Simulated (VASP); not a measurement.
## TePb: relaxation of cell and atoms with revPBE+D3(BJ)

Crystal: TePb.

```xyz
2
Lattice="0.0000 3.2310 3.2310 3.2310 0.0000 3.2310 3.2310 3.2310 0.0000" Properties=species:S:1:pos:R:3 pbc="T T T"
Pb    0.0000    0.0000    0.0000
Te    3.2310    3.2310    3.2310
```

| Property | Result |
| --- | --- |
| Program | VASP 6.6.1 |
| Task | relaxation of cell and atoms |
| Functional | revPBE |
| Dispersion | D3(BJ) |
| Potentials or basis | VASP PAW PBE potentials, release 64 (Pb_d, Te) |
| Cutoff | 600 eV |
| k mesh | 7 × 7 × 7 |
| Occupations | fermi-dirac, width 0.05 eV |
| Spin | no spin polarisation |
| Further INCAR settings | ALGO = Normal; EDIFF = 1e-06; IBRION = 2; EDIFFG = -0.02; NSW = 40; ISIF = 3 |

```json
{"Relaxed volume": "33.36 Å³/atom", "Relaxed cell": "a = 4.553 Å, b = 4.553 Å, c = 4.553 Å, α = 60.00°, β = 60.00°, γ = 60.00°", "Space group after relaxing (to 0.05 Å)": "Fm-3m (No. 225)", "Energy gained by relaxing": "0.6 meV/atom", "Ionic steps": "3", "Pressure after relaxing": "0.0 GPa", "Dispersion energy per atom": "-0.751 eV"}
```

Step by step:
```
step  energy change (eV)  largest force (eV/Å)  pressure (GPa)  volume (Å³)
   1              0.0000                0.0000           -0.50        67.46
   2             -0.0010                0.0000            0.20        66.44
   3             -0.0011                0.0000           -0.01        66.72
```

Final structure:
```
Pb Te
1.0
     0.00000    3.21920    3.21920
     3.21920    0.00000    3.21920
     3.21920    3.21920    0.00000
Pb Te
1 1
Direct
  0.00000 0.00000 0.00000
  0.50000 0.50000 0.50000
```

Levels at points of the mesh, in eV from the Fermi level:
```tsv
k point	band 6	band 7	band 8	band 9	band 10	band 11	band 12	band 13	band 14
(0.00, 0.00, 0.00)	-12.52	-5.96	-1.82	-1.82	-1.82	3.69	3.69	3.69	5.36
```

Run time: 29 s on 1 thread of Intel(R) Xeon(R) 6975P-C (Granite Rapids), on a shared host, peak memory 0.25 GiB.

Caveat: this odd mesh misses L, where the gap lies, so gap, dielectric constants and Born charges aren't listed; the PAW data sets were made with another functional, which shifts forces and pressure a little. The run has no spin-orbit coupling, so splittings on Pb, Te are missing.
